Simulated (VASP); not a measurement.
Here is the system:

```
ZnTe
1.0
    0.00000     3.07390     3.07390
    3.07390     0.00000     3.07390
    3.07390     3.07390     0.00000
Zn Te
1 1
Direct
  0.00000   0.00000   0.00000
  0.25000   0.25000   0.25000
```

Level of theory: PBE GGA with D3 dispersion (Becke-Johnson damping), VASP's PBE PAW potentials (set 64) (plane waves; VASP 6.6.1). Settings: 520 eV cut-off, 8×8×8 Γ-centred mesh, Gaussian smearing of 0.050 eV, potentials Zn Te.

Problem. Give the stress tensor in GPa (positive for a compressed cell).

Solution. 
```
-1.34   0.00   0.00
 0.00  -1.34   0.00
 0.00   0.00  -1.34
```
The pressure is its mean diagonal, -1.34 GPa.

The compound is ZnTe in the zinc blende structure. This cell is one point of a volume scan, at 1.03 of the reference volume.
